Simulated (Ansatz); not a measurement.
Here is an Ansatz 0.2.0 calculation.

The input input.yaml:

```yaml
crystal:
  lattice:
    - [0.0, 3.0702711986, 3.0702711986]
    - [3.0702711986, 0.0, 3.0702711986]
    - [3.0702711986, 3.0702711986, 0.0]
  atoms:
    - { symbol: Cd, position: [0.0, 0.0, 0.0] }
    - { symbol: Se, position: [0.25, 0.25, 0.25] }
kpoints:
  mp_grid: { grid: [5, 5, 5] }
scf:
  occupations: { method: fermi_dirac, width: 0.02 }
hamiltonian:
  xc: pbe
  pseudopotentials: { kind: all_electron, lapw: { basis_error: 0.004 } }
output:
  forces: true
  stress: true
  eigenvalues: true
```

Potentials or basis: all-electron LAPW, scalar-relativistic.

Command:

```sh
$ ansatz run input.yaml --threads 1 --pin off --max-ram 3072MiB --backend cpu --events-out ev --progress --plain --runs-dir out
```

Task: What does it give for the pressure?

Result: 1.4 GPa.

Task: Estimate the band gap on the k mesh.

Result: 0.55 eV, direct.

Expect the measured gap to be larger: semilocal functionals such as PBE lack the derivative discontinuity.
